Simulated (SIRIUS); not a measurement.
Write the native input for SIRIUS 7.12.0 that does the following.

```
Task                                        : single point
Functional                                  : AM05
Potentials or basis                         : PseudoDojo 0.4.1 PBE standard (scalar relativistic)
Cutoff                                      : 1102 eV
Density cutoff                              : 4408 eV
k mesh                                      : 6 × 6 × 6
Occupations                                 : fermi-dirac, width 0.05 eV
Spin                                        : no spin polarisation
Libxc names                                 : ["XC_GGA_X_AM05", "XC_GGA_C_AM05"]
Energy tol                                  : 1e-08 Ha
Density tol                                 : 1e-06
Mixer                                       : anderson
Mixing beta                                 : 0.7
Max scf                                     : 100
Radial cutoff for the potentials' integrals : 6.5 bohr
```

The system is HgTe (Coloradoite).

```
Hg Te
1.0
     0.00000    3.21450    3.21450
     3.21450    0.00000    3.21450
     3.21450    3.21450    0.00000
Hg Te
1 1
Direct
  0.00000 0.00000 0.00000
  0.75000 0.75000 0.75000
```

One way to write it, as run:

sirius.json

```json
{
  "control": {
    "processing_unit": "cpu",
    "verbosity": 2,
    "num_bands_to_print": 27,
    "print_forces": true,
    "print_stress": true
  },
  "parameters": {
    "electronic_structure_method": "pseudopotential",
    "xc_functionals": ["XC_GGA_X_AM05", "XC_GGA_C_AM05"],
    "gk_cutoff": 9.0,
    "pw_cutoff": 18.0,
    "ngridk": [6, 6, 6],
    "shiftk": [0, 0, 0],
    "smearing": "fermi_dirac",
    "smearing_width": 0.0018374661,
    "num_bands": 27,
    "num_mag_dims": 0,
    "num_dft_iter": 100,
    "energy_tol": 1e-08,
    "density_tol": 1e-06
  },
  "iterative_solver": {
    "type": "davidson",
    "min_tolerance": 1e-10
  },
  "mixer": {
    "type": "anderson",
    "beta": 0.7,
    "max_history": 8
  },
  "settings": {
    "tol_ne": 1e-10,
    "pseudo_grid_cutoff": 6.5
  },
  "unit_cell": {
    "lattice_vectors": [
      [0.0, 6.07452462761, 6.07452462761],
      [6.07452462761, 0.0, 6.07452462761],
      [6.07452462761, 6.07452462761, 0.0]
    ],
    "atom_coordinate_units": "lattice",
    "atom_types": ["Hg", "Te"],
    "atom_files": {
      "Te": "Te.json",
      "Hg": "Hg.json"
    },
    "atoms": {
      "Hg": [
        [0.0, 0.0, 0.0]
      ],
      "Te": [
        [0.75, 0.75, 0.75]
      ]
    }
  }
}
```

Potentials or basis: PseudoDojo 0.4.1 PBE standard (scalar relativistic).

Launch:

```console
$ upf_to_json Te.upf
$ upf_to_json Hg.upf
$ OMP_NUM_THREADS=1 sirius.scf --input=sirius.json --output=out.json --task=0
```

Results of the run:

```json
{
 "Pressure": "2.4 GPa",
 "Band gap on the k mesh": "0.00 eV"
}
```

Caveat: the potentials were made for another functional, which shifts forces and pressure; spin-orbit coupling is left out, which moves the levels of the heavy elements.

Wall time 66 s on 1 thread of Intel(R) Xeon(R) Platinum 8488C (Sapphire Rapids), on a shared host, peak memory 0.36 GiB.
